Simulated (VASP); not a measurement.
Write the native input for VASP 6.6.1 that does the following.

| Quantity | Value |
| --- | --- |
| Task | single point |
| Functional | PBEsol |
| Potentials or basis | VASP PAW PBE potentials, release 64 (Si, C) |
| Cutoff | 450 eV |
| k mesh | 3 × 4 × 4 |
| Occupations | gaussian, width 0.03 eV |
| Spin | collinear spin, ferromagnetic start |
| Starting moments | [0.25, 0.25, 0.25, 0.0, 0.25, 0.0, 0.0, 0.0, 0.0, 0.0, 0.0, 0.0, 0.0, 0.0, 0.0, 0.0, 0.0, 0.0, 0.0, 0.0, 0.0, 0.0, 0.0] μB |
| Fixed moment | 1 μB |
| Dq | 1 |
| Further INCAR settings | LREAL = Auto; ALGO = Normal; EDIFF = 1e-05; ISYM = 0; NELECT = 91.0 |

The structure of Si12C11 (a cell with a defect) lies in POSCAR:

```
Si12C11                                 
1.0
    0.0000000000      6.5370000000      6.5370000000
    4.3580000000      0.0000000000      4.3580000000
    4.3580000000      4.3580000000      0.0000000000
  Si              C             
    12    11
Direct
     0.9961082847863916    0.9968848571961597    0.9943669997777312
     0.9974659190233658    0.9955215487887729    0.5144482063876087
     0.9980182852837666    0.5155664667831300    0.9932661882040938
     0.9977907147871841    0.5028617988801265    0.5002390077049795
     0.3358413894099381    0.0014715168028655    0.9974234606753594
     0.3343055618378816    0.9997530260073042    0.4993910061056629
     0.3343294208388694    0.5023757347720558    0.9969058556898749
     0.3342037945520960    0.5022396562290855    0.4986664118994836
     0.6665802390495760    0.0006810153929240    0.9985988380270718
     0.6656614033494731    0.0001488064923502    0.5015230650747605
     0.6656203359106291    0.5042223410168549    0.9974178723648660
     0.6657843298568494    0.5027113287898192    0.5001971758476673
     0.0847204253591903    0.1292243104883420    0.6217282557437041
     0.0847684076516701    0.6241960776617136    0.1266079396017441
     0.0851644209843386    0.6239058529585806    0.6213454763743066
     0.4136524996350406    0.1281537528612292    0.1252852237886746
     0.4135395326648388    0.1285834762934965    0.6252454032430569
     0.4133920856307639    0.6292539086483961    0.1249970384372005
     0.4164428790802157    0.6268014293950430    0.6238725069911150
     0.7472334730908752    0.1287863414797902    0.1262069860695467
     0.7498230794516175    0.1277304567329737    0.6219885077997372
     0.7501566056397302    0.6239655633543986    0.1251855602203326
     0.7492759121257115    0.6271047329746054    0.6244230139714287
```

These files were run (other wordings do the same):

INCAR

```
ALGO = Normal
EDIFF = 1E-5
ENCUT = 450
GGA = PS
ISIF = 2
ISMEAR = 0
ISPIN = 2
ISYM = 0
KPAR = 4
LASPH = T
LCHARG = F
LORBIT = 11
LREAL = Auto
LWAVE = F
MAGMOM = 0.25 0.25 0.25 0 0.25 0 0 0 0 0 0 0 0 0 0 0 0 0 0 0 0 0 0
NELECT = 91.0
NELM = 120
NUPDOWN = 1
PREC = Accurate
SIGMA = 0.03
```

KPOINTS

```
k-points
0
Gamma
  3 4 4
```

Potentials or basis: VASP PAW PBE potentials, release 64 (Si, C).

Command:

```console
$ cat potpaw_PBE.64/Si/POTCAR potpaw_PBE.64/C/POTCAR > POTCAR
$ mpirun -np 4 vasp_std > vasp.out
```

Results of the run:

```yaml
Largest_force: 0.166 eV/Å
Net_moment: 1.00 μB per cell
Site_moments: Si +0.08, +0.07, +0.00, +0.06, +0.01; C +0.01, +0.02, -0.00, +0.00 μB
Valence_electrons_inside_the_program's_atomic_spheres: Si 1.62, 1.63, 1.67, 1.64, 1.66; C 2.52, 2.53, 2.51, 2.54
```

Caveat: the PAW data sets were made with another functional, which shifts forces and pressure a little; the total moment is fixed, so each spin has its own Fermi level.

It took 3.4 min on 4 MPI ranks on AMD EPYC 9R45 (Zen 5) (shared host), peak memory 0.67 GiB a rank.
